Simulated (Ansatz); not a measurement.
# Ga in Ansatz: the effect of strain

The system is Ga.

```
CELL_PARAMETERS angstrom
2.17104 -3.67728 0.00000
2.17104 3.67728 0.00000
0.00000 0.00000 4.52400
ATOMIC_POSITIONS crystal
Ga 0.34510 0.65490 0.41900
Ga 0.15490 0.84510 0.91900
Ga 0.65490 0.34510 0.58100
Ga 0.84510 0.15490 0.08100
```

Alike in all runs:

* Program: Ansatz 0.2.0
* Task: single point
* Functional: PBEsol
* Potentials or basis: Ansatz PAW
* Cutoff: 420 eV (not typed: the program's choice for these potentials)
* k mesh: 6 × 6 × 5
* Occupations: fermi-dirac, width 0.05 eV
* Spin: no spin polarisation
* Kind of strain: biaxial

Question: One run gave: pressure 0.8 GPa; largest force 0.19 eV/Å. Which strain did it use?
A. -0.04
B. -0.02
C. 0.02
D. 0
E. 0.04

Answer: B.

| strain | pressure (GPa) | largest force (eV/Å) |
| --- | --- | --- |
| -0.04 | 3.9 | 0.29 |
| -0.02 | 0.8 | 0.19 |
| -0.01 | -0.4 | 0.15 |
| 0 | -1.5 | 0.11 |
| 0.01 | -2.5 | 0.08 |
| 0.02 | -3.3 | 0.06 |
| 0.04 | -4.7 | 0.03 |

Caveats: the PAW data sets come from PBE, with cores solved anew for the run's functional, which leaves a small shift of forces and pressure.
